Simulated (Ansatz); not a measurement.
The system is V.

```
CELL_PARAMETERS angstrom
-1.51435 1.51435 1.51435
1.51435 -1.51435 1.51435
1.51435 1.51435 -1.51435
ATOMIC_POSITIONS crystal
V 0.00000 0.00000 0.00000
```

* Program: Ansatz 0.2.0
* Task: relaxation of cell and atoms
* Functional: revPBE
* Dispersion: D4
* Potentials or basis: all-electron LAPW, scalar-relativistic
* Basis error allowed: 0.001 eV/atom
* k mesh: 12 × 12 × 12
* Occupations: fermi-dirac, width 0.05 eV
* Spin: collinear spin, ferromagnetic start
* Starting moments: [2.0] μB

At the start: volume 13.89 Å³/atom.

Task: How do energy, volume and symmetry change on relaxing?

Result: Over 5 steps the energy falls by 17.7 meV/atom and the volume is 13.23 Å³/atom (-4.8 %); space group Im-3m (No. 229, to 0.05 Å); moment 0.00 μB per cell.

The path:
```tsv
step	energy change (eV)	largest force (eV/Å)	volume (Å³)
1	0.0000	0.0000	13.89
2	-0.0173	0.0000	13.14
3	-0.0177	0.0000	13.23
4	-0.0177	0.0000	13.23
5	-0.0177	0.0000	13.23
```

Final structure:
```cif
data_structure
_symmetry_space_group_name_H-M 'P 1'
_symmetry_Int_Tables_number 1
_cell_length_a 2.5805
_cell_length_b 2.5805
_cell_length_c 2.5805
_cell_angle_alpha 109.471
_cell_angle_beta 109.471
_cell_angle_gamma 109.471
_cell_volume 13.23
loop_
_atom_site_label
_atom_site_type_symbol
_atom_site_fract_x
_atom_site_fract_y
_atom_site_fract_z
_atom_site_occupancy
V1 V 0.00000 0.00000 0.00000 1
```

Caveat: the starting moments weren't kept.
